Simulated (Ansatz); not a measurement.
ZnTe (zinc blende, F-43m), LDA in the plane-wave PAW code Ansatz. The conduction-band minimum lies at Γ, with 1 equivalent valley. Second derivatives d²E/dk² of the lowest band at one valley (eV·Å²), along Cartesian directions:

```csv
direction,d²E/dk²
[100],91.87
[010],91.87
[001],91.74
[110],91.87
[101],91.90
[011],91.98
```

Task: Find the principal effective masses, the density-of-states mass and the conductivity mass.

Result: Off-diagonal terms follow from H_xy = H[110] − (H_xx + H_yy)/2, and m*/mₑ = 7.620 eV·Å² over each eigenvalue: 0.083, 0.083, 0.083. One valley's DOS mass (m₁m₂m₃)^(1/3) = 0.083, conductivity mass 3/(Σ 1/mᵢ) = 0.083 mₑ.

Task: What effective density of states Nc follows at 300 K for parabolic valleys?

Result: Nc = 2.509e19 × 1 × (0.083)^(3/2) ≈ 6.0e17 cm⁻³.

The LDA relaxation kept the symmetry of its start; of distortions, only those at the zone centre were tested. Point labels and valley counts follow the cell and symmetry of the run, lower than the named group. Spin–orbit coupling is left out wherever it is not named.

Potentials: the later of the program's two PAW sets.

Edges and masses are those of Kohn–Sham bands, whose gap is no quasiparticle gap.
